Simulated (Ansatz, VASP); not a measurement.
# GaSe in VASP and in Ansatz

```xyz
8
Lattice="3.7420 0.0000 0.0000 -1.8710 3.2407 0.0000 0.0000 0.0000 15.9190" Properties=species:S:1:pos:R:3 pbc="T T T"
Ga    0.0000    2.1604    2.8177
Ga    1.8710    1.0802   10.7772
Ga    0.0000    2.1604    5.1418
Ga    1.8710    1.0802   13.1013
Se    0.0000    2.1604    9.5514
Se    1.8710    1.0802    1.5919
Se    0.0000    2.1604   14.3271
Se    1.8710    1.0802    6.3676
```

Alike in both runs: task single point; functional LDA; k mesh 6 × 6 × 2; no spin polarisation.

|  | VASP | Ansatz |
| --- | --- | --- |
| version | VASP 6.6.1 | Ansatz 0.2.0 |
| potentials or method | VASP PAW LDA potentials, release 64 (Ga_d, Se) | plane waves, PAW |
| plane-wave cutoff (eV) | 520 | 420 |
| occupations | gaussian, width 0.01 eV | fixed |
| valence electrons in the cell | 76 | 116 |

```tsv
	VASP	Ansatz	Ansatz less VASP
gap on the k mesh at the Fermi level (eV)	0.99	0.98	-0.012
```

The two sets of potentials don't hold the same shells in valence.

Caveats: forces of over 1 eV/Å show positions far from the minimum, so gaps and moduli don't describe the material at rest. A k mesh can miss the band edges.
